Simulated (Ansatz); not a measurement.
# Y (P6_3/mmc) in Ansatz: a series of runs, part 2 of 3

Ansatz 0.2.0.

### Step 3. Relaxation of cell and atoms, r2SCAN, target pressure 2 GPa, at which the enthalpy is minimised

input.yaml

```yaml
crystal:
  lattice:
    - [3.6474, 0.0, 0.0]
    - [-1.8237, 3.1587410578, 0.0]
    - [0.0, 0.0, 5.7306]
  atoms:
    - { symbol: "Y", position: [0.6666666667, 0.3333333333, 0.75] }
    - { symbol: "Y", position: [0.3333333333, 0.6666666667, 0.25] }
hamiltonian:
  xc: r2scan
  pseudopotentials: { kind: paw }
kpoints:
  mp_grid: { grid: [8, 8, 5] }
scf:
  occupations: { method: fermi_dirac, width: 0.05 }
output:
  forces: true
  stress: true
  eigenvalues: true
  write_density: true
  write_potential: true
  elf: true
  volumetric_format: npy
relax:
  f_tol: 0.01
  max_steps: 40
  cell: { stress_tol: 0.05, p_target: 2.0 }
```

Potentials or basis: Ansatz PAW.

Run with:

```console
> ansatz run input.yaml --threads 2 --pin off --max-ram 5632MiB --backend cpu --events-out ev --progress --plain --runs-dir out
```

The program printed:

```text
Warning: RAYON_NUM_THREADS=2 ignored (pool sized by the plan → 2); use --threads N
Engine: ansatz 0.2.0, aarch64-unknown-linux-gnu
Pseudopotentials: kind: paw
Pseudopotential: Y, paw, valence charge 11, recommended cutoff 500 eV (meta_gga), Y.paw.azcp
Functional definition: r2SCAN
  parameter k0 = 0.174
  parameter k1 = 0.065
  parameter a1 = 4.9479
  exchange = r2scan_x(k0 = k0, k1 = k1, a1 = a1)
  correlation = r2scan_c
Crystal: 2 atoms, lattice volume = 66.023 Å³
Basis set: ecut = 500 eV, 1701 PW (Γ), exchange–correlation on 108×108×180 points (64 copies of the dense FFT grid, shifted against one another)
Bands: 15, of which v1, the nominal top of the filled ones, is band 11 counted from 1 (10 counted from 0)
Symmetry: 24 space group operations
Space group: P63/mmc (ITA 194), of the structure as read, at distance tolerance 4.0e-5 Å
k-points: 30 of 320
Non-local potential: Y, projectors of the file, l = 0: 3, l = 1: 2, l = 2: 2, l = 3: 1
PAW form: soft (Blöchl's): semilocal exchange-correlation on the pseudo side does not see the compensation charge
PAW frozen core: Y, regenerated for the run's functional (the file was generated under x = pbe(κ = 0.804, μ = 0.2195149727645171), c = pbe(β = 0.06672455060314922))
PAW one-centre angular grid: Y, 590 points (default); XC on 160 Gauss nodes
Initial density: superposition of atomic densities (neutral atoms: chi_scale 0, normalization atom), corrected by the library's trained network
Initial wavefunctions: pseudopotential atomic-orbital guess
Functional: x = r2scan, c = r2scan; τ floored in thin density (d = 2e-4 eV/Å³)
SCF iter   1: F=—  HF=-7719.362746 eV  |F-HF|=—  |Δ(HF+E_count)|=         —  Δρ=5.16e-3  dr2=1.64e-2  dr2_τ=3.26e-3  ethr=1.77e-3  ⟨swp⟩=4.4  Hψ=2009  notcnv=0
preconditioner: auto → Kerker (q_TF=auto, 2.272 Å⁻¹)  [metal: Δε(μ)=0.032 eV  Ē_g=2.751 eV  σ=0.050 eV  W_gap=0.15  n_scr=22 (ndim 8)  ℏωp=11.2 eV  f_vac=0.000  D(μ)=4.88/eV (n_scr^D=54)]
SCF iter   2: F=—  HF=-7719.414948 eV  |F-HF|=—  |Δ(HF+E_count)|=   5.22e-2  Δρ=3.46e-3  dr2=7.82e-3  dr2_τ=2.07e-4  ethr=7.48e-5  ⟨swp⟩=2.2  Hψ=1065  notcnv=0
SCF iter   3: F=—  HF=-7719.416411 eV  |F-HF|=—  |Δ(HF+E_count)|=   1.46e-3  Δρ=5.40e-4  dr2=1.71e-4  dr2_τ=5.06e-5  ethr=3.56e-5  ⟨swp⟩=2.1  Hψ=804  notcnv=0
SCF iter   4: F=—  HF=-7719.416608 eV  |F-HF|=—  |Δ(HF+E_count)|=   1.97e-4  Δρ=1.74e-4  dr2=1.32e-5  dr2_τ=1.05e-6  ethr=7.76e-7  ⟨swp⟩=2.0  Hψ=722  notcnv=0
SCF iter   5: F=—  HF=-7719.416606 eV  |F-HF|=—  |Δ(HF+E_count)|=   1.75e-6  Δρ=1.56e-5  dr2=6.11e-8  dr2_τ=4.45e-8  ethr=6.00e-8  ⟨swp⟩=2.2  Hψ=582  notcnv=0
SCF iter   6: F=-7719.416606 eV  HF=-7719.416606 eV  |F-HF|=3.74e-9  |Δ(HF+E_count)|=   3.26e-7  Δρ=3.26e-6  dr2=4.72e-9  dr2_τ=1.02e-9  ethr=2.78e-10  ⟨swp⟩=5.7  Hψ=2540  notcnv=0
SCF 1 converged in 6 iterations: F = -7719.416606 eV  dr2 = 4.72e-9
relax step   1: F+E_penalty+E_count = -7719.41660648 eV  Δ(F+E_penalty+E_count) = +0.000e0 eV  max|allowed force component| = 6.476e-17 eV/Å  Δτ_max = 0.0000 Å  P = +0.695 GPa  Ω = 66.023 Å³  (6 SCF iters, dr2 threshold 1.00e-7 eV, accepted)
Crystal: 2 atoms, lattice volume = 63.847 Å³
Basis set: ecut = 500 eV, 1641 PW (Γ), exchange–correlation on 108×108×180 points (64 copies of the dense FFT grid, shifted against one another)
Initial density: handed on by an earlier stage of this run
Initial wavefunctions: those handed on with the density
iter 1 solved again at ethr=1.74e-6 eV; its pass at ethr=3.10e-3 eV (dr2=3.82e-4 eV) is discarded
SCF iter   1: F=—  HF=-7719.361194 eV  |F-HF|=—  |Δ(HF+E_count)|=         —  Δρ=9.87e-4  dr2=3.70e-4  dr2_τ=1.50e-2  ethr=1.74e-6  ⟨swp⟩=2.9  Hψ=3361  notcnv=0
[... 24 lines left out ...]
SCF iter   5: F=-7719.401914 eV  HF=-7719.401914 eV  |F-HF|=7.37e-11  |Δ(HF+E_count)|=   1.32e-9  Δρ=1.62e-6  dr2=2.53e-9  dr2_τ=4.54e-11  ethr=2.92e-11  ⟨swp⟩=6.4  Hψ=2046  notcnv=0
SCF 4 converged in 5 iterations: F = -7719.401914 eV  dr2 = 2.53e-9
relax step   4: F+E_penalty+E_count = -7719.40191409 eV  Δ(F+E_penalty+E_count) = -2.835e-4 eV  max|allowed force component| = 1.735e-16 eV/Å  Δτ_max = 0.0000 Å  P = +1.999 GPa  Ω = 64.073 Å³  energy of the carried Pulay correction = +2.525e-4 eV  (5 SCF iters, dr2 threshold 6.43e-9 eV, accepted)
Initial wavefunctions: pseudopotential atomic-orbital guess (no wavefunctions were taken with the density)
iter 1 solved again at ethr=6.97e-8 eV; its pass at ethr=3.10e-3 eV (dr2=1.53e-5 eV) is discarded
SCF iter   1: F=—  HF=-7719.401671 eV  |F-HF|=—  |Δ(HF+E_count)|=         —  Δρ=4.24e-5  dr2=1.19e-7  dr2_τ=1.08e-6  ethr=6.97e-8  ⟨swp⟩=3.1  Hψ=3335  notcnv=0
preconditioner: auto → Kerker (q_TF=auto, 2.283 Å⁻¹)  [metal: Δε(μ)=0.010 eV  Ē_g=2.772 eV  σ=0.050 eV  W_gap=0.05  n_scr=10 (ndim 8)  ℏωp=11.4 eV  f_vac=0.000  D(μ)=4.94/eV (n_scr^D=54)]
SCF iter   2: F=—  HF=-7719.401673 eV  |F-HF|=—  |Δ(HF+E_count)|=   2.03e-6  Δρ=2.25e-5  dr2=3.59e-8  dr2_τ=5.13e-8  ethr=5.39e-10  ⟨swp⟩=2.0  Hψ=781  notcnv=0
SCF iter   3: F=—  HF=-7719.401673 eV  |F-HF|=—  |Δ(HF+E_count)|=   6.53e-8  Δρ=9.78e-7  dr2=5.07e-10  dr2_τ=1.79e-10  ethr=1.63e-10  ⟨swp⟩=2.9  Hψ=849  notcnv=0
SCF iter   4: F=—  HF=-7719.401673 eV  |F-HF|=—  |Δ(HF+E_count)|=   1.39e-9  Δρ=3.23e-7  dr2=9.68e-11  dr2_τ=3.55e-12  ethr=2.31e-12  ⟨swp⟩=2.0  Hψ=788  notcnv=0
SCF iter   5: F=-7719.401673 eV  HF=-7719.401673 eV  |F-HF|=1.82e-11  |Δ(HF+E_count)|=    0.00e0  Δρ=9.98e-8  dr2=6.77e-12  dr2_τ=1.06e-12  ethr=1.00e-12  ⟨swp⟩=5.3  Hψ=1831  notcnv=0
SCF 5 converged in 5 iterations: F = -7719.401673 eV  dr2 = 6.77e-12
relax step   5: F+E_penalty+E_count = -7719.40167323 eV  Δ(F+E_penalty+E_count) = +2.409e-4 eV  max|allowed force component| = 1.573e-16 eV/Å  Δτ_max = 0.0000 Å  P = +1.997 GPa  Ω = 64.073 Å³  stress off target by 6.54e-3 GPa  SCF on the basis re-selected at this cell (its energy is not comparable with the rows above)  (5 SCF iters)
basis re-selected at this cell: Δ(F+E_penalty+E_count) = +2.409e-4 eV, ΔP = -0.002 GPa vs the last step (what re-selecting the basis moved, of the pressure what is left beyond the Pulay correction that the steps carried, after the strain that the cell walked since its last selection, with what the two solves' SCF thresholds leave and, on support functions, any second-order correction that the steps lacked; it is no measure of the basis error at this ecutwfc). This SCF's stress stands 6.54e-3 GPa from its target on what of the cell is left free (relax.cell.stress_tol is 5.00e-2 GPa) and its largest allowed force component is 1.57e-16 eV/Å (relax.f_tol is 1.00e-2 eV/Å): within both
SCF converged after 5 iterations
Free energy (F): -7719.401673 eV
Harris-Foulkes:  -7719.401673 eV  (|F-HF|=1.82e-11)
Internal energy: -7719.363420 eV  (E = F + TS)
E sigma→0 (E₀):  -7719.382546 eV
Entropy (-TS):   -0.038253 eV (-19.127 meV/atom)
Fermi energy:    9.642580 eV
--- Per-component energies (eV) ---
  E_band       = -252.681864
  E_kinetic    = 609.059062
  E_local      = -1207.740725  (includes V_loc(G=0)·N_el)
  E_nonlocal   = 99.894172
  E_hartree    = 382.009571
  E_xc         = -335.057958
  E_vxc        = -442.835184  (∫ρ·V_xc dr)
  E_paw        = -5683.377517  (= ΣΔE_a)
  E_vpaw       = -99.312212  (= ΣTr[D̂ρ^β])
  E_aug_tail   = 0.000007  (compensation charges beyond the density's cutoff)
  E_vtau       = 24.233841  (kinetic-family band-sum trace: ∫τ·v_τ [+ j·A + Jᵃ·Aᵃ] dr)
  E_ewald      = -1583.842125
  E_core_change = -0.307907  (= ΣΔE_core)
  E_smearing   = -0.038253  (= −TS)
  E_closure    = -0.000000  (closes the sum)
  Σ components = -7719.401673   (vs F -7719.401673, Δ=0.00e0)
--- Forces (eV/Å), atoms counted from 1 ---
  atom   1  Y      0.00000000    -0.00000000    -0.00000000
  atom   2  Y      0.00000000     0.00000000     0.00000000
  max |Σ_I F_I| component: 1.85e-17 eV/Å
--- Stress (GPa, compression-positive) ---
        1.998911       0.000000       0.000000
       -0.000000       1.998911      -0.000000
        0.000000      -0.000000       1.993464
  P = ⅓ Tr σ = 1.9971 GPa (19.971 kbar)
--- Band table (eV; the first three rows and the last of 30) ---
  k-point 0: bands = ["-34.4708", "-34.3783", "-14.1595", "-13.6040", "-13.6040", "-13.4997", "-13.4997", "-13.4652", "4.6953", "7.7310", "10.5972", "11.6290", "11.6290", "12.0896", "12.3432"]
  k-point 1: bands = ["-34.4620", "-34.3872", "-14.0969", "-13.5941", "-13.5941", "-13.5356", "-13.5097", "-13.5097", "4.9780", "7.5201", "10.4201", "11.4981", "11.4981", "11.7952", "12.0980"]
  k-point 2: bands = ["-34.4391", "-34.4105", "-13.9297", "-13.7155", "-13.5681", "-13.5681", "-13.5359", "-13.5359", "5.7512", "6.7614", "10.5099", "11.1125", "11.4587", "11.4587", "11.6894"]
  k-point 29: bands = ["-34.3817", "-34.3778", "-14.0258", "-14.0050", "-13.8400", "-13.7734", "-13.5979", "-13.5755", "8.6821", "8.8807", "9.6154", "9.6387", "10.1846", "10.2562", "12.4568"]
--- Relaxed structure (4 steps of the walk, 4 accepted, 1 SCFs on fresh bases) ---
  F+E_penalty+E_count = -7719.40167323 eV   max|allowed force component| = 1.573e-16 eV/Å   (the final SCF, on the basis selected at the relaxed cell)
  cell:  # Å, volume = 64.0735 Å³
    - [3.6272699004819566, 1.8539019650362875e-33, -3.4760661844430393e-34]
    - [-1.8136349502409783, 3.141307880200027, -1.4173951200242553e-18]
    - [-1.8204698211012186e-34, -2.571443599278529e-18, 5.623258307621615]
  atoms:
    - { symbol: Y, position: [0.6666666666666666, 0.3333333333333333, 0.75] }
    - { symbol: Y, position: [0.3333333333333333, 0.6666666666666666, 0.25] }
```

rho_z.tsv:

```text
# z_ang	rho[e/angstrom^3]
# format = ansatz-planar-average/11
# lattice	3.627269900	0.000000000	-0.000000000
# lattice	-1.813634950	3.141307880	-0.000000000
# lattice	-0.000000000	-0.000000000	5.623258308
# sites	2
# site	39	1.813634950	1.047102627	4.217443731
# site	39	0.000000000	2.094205253	1.405814577
0.000000	1.067790e-1
0.124961	1.091865e-1
0.249923	1.176622e-1
0.374884	1.360933e-1
0.499845	1.710691e-1
0.624806	2.298180e-1
0.749768	3.151599e-1
0.874729	4.198562e-1
0.999690	5.254376e-1
1.124652	6.103862e-1
1.249613	6.626628e-1
1.374574	6.832522e-1
1.499536	6.765635e-1
1.624497	6.407865e-1
1.749458	5.715814e-1
1.874419	4.739665e-1
1.999381	3.660271e-1
2.124342	2.693290e-1
2.249303	1.971202e-1
2.374265	1.510283e-1
2.499226	1.252775e-1
2.624187	1.124888e-1
2.749149	1.073613e-1
2.874110	1.073613e-1
2.999071	1.124888e-1
3.124032	1.252775e-1
3.248994	1.510283e-1
3.373955	1.971202e-1
3.498916	2.693290e-1
3.623878	3.660271e-1
3.748839	4.739665e-1
3.873800	5.715814e-1
3.998761	6.407865e-1
4.123723	6.765635e-1
4.248684	6.832522e-1
4.373645	6.626628e-1
4.498607	6.103862e-1
4.623568	5.254376e-1
4.748529	4.198562e-1
4.873491	3.151599e-1
4.998452	2.298180e-1
5.123413	1.710691e-1
5.248374	1.360933e-1
5.373336	1.176622e-1
5.498297	1.091865e-1
```

v_z.tsv:

```text
# z_ang	v_es[eV]	v_tot[eV]
# format = ansatz-planar-average/11
# xc	r2scan
# density_cutoff_ev	2000
# datasets	Y=:simpson_from_first_knot:soft:shift=0
# lattice	3.627269900	0.000000000	-0.000000000
# lattice	-1.813634950	3.141307880	-0.000000000
# lattice	-0.000000000	-0.000000000	5.623258308
# sites	2
# site	39	1.813634950	1.047102627	4.217443731
# site	39	0.000000000	2.094205253	1.405814577
0.000000	1.021357e1	1.860596e0
0.124961	1.006166e1	1.626588e0
0.249923	9.606998e0	1.138938e0
0.374884	8.799780e0	2.242926e-1
0.499845	7.497220e0	-1.492618e0
0.624806	5.670974e0	-3.932353e0
[... 37 lines left out ...]
5.373336	9.606998e0	1.138938e0
5.498297	1.006166e1	1.626588e0
```

Run time: 10 s. Hardware: 2 threads of Arm Neoverse V2, shared host; peak memory 0.48 GiB.

Results:

* Free energy: -7719.4017 eV
* Relaxed volume: 32.04 Å³/atom
* Relaxed cell: a = 3.627 Å, b = 3.627 Å, c = 5.623 Å, α = 90.00°, β = 90.00°, γ = 120.00°
* Space group after relaxing (to 0.05 Å): P6_3/mmc (No. 194)
* Energy change on relaxing (the enthalpy is what falls): +7.5 meV/atom
* Ionic steps: 5
* Pressure after relaxing: 2.0 GPa
* Band gap on the k mesh: none (metal or under the smearing width)

Step by step:
| step | energy change (eV) | largest force (eV/Å) | volume (Å³) |
| --- | --- | --- | --- |
| 1 | 0.0000 | 0.0000 | 66.02 |
| 2 | 0.0178 | 0.0000 | 63.85 |
| 3 | 0.0150 | 0.0000 | 64.05 |
| 4 | 0.0147 | 0.0000 | 64.07 |
| 5 | 0.0149 | 0.0000 | 64.07 |

Final structure:
```cif
data_structure
_symmetry_space_group_name_H-M 'P 1'
_symmetry_Int_Tables_number 1
_cell_length_a 3.6273
_cell_length_b 3.6273
_cell_length_c 5.6233
_cell_angle_alpha 90.000
_cell_angle_beta 90.000
_cell_angle_gamma 120.000
_cell_volume 64.07
loop_
_atom_site_label
_atom_site_type_symbol
_atom_site_fract_x
_atom_site_fract_y
_atom_site_fract_z
_atom_site_occupancy
Y1 Y 0.66667 0.33333 0.75000 1
Y2 Y 0.33333 0.66667 0.25000 1
```

Caveat: the plane-wave basis is chosen anew once the cell has moved, so the energies of steps on either side of that aren't comparable; the PAW data sets come from PBE, with cores solved anew for the run's functional, which leaves a small shift of forces and pressure.

(Continued in part 3 of 3.)
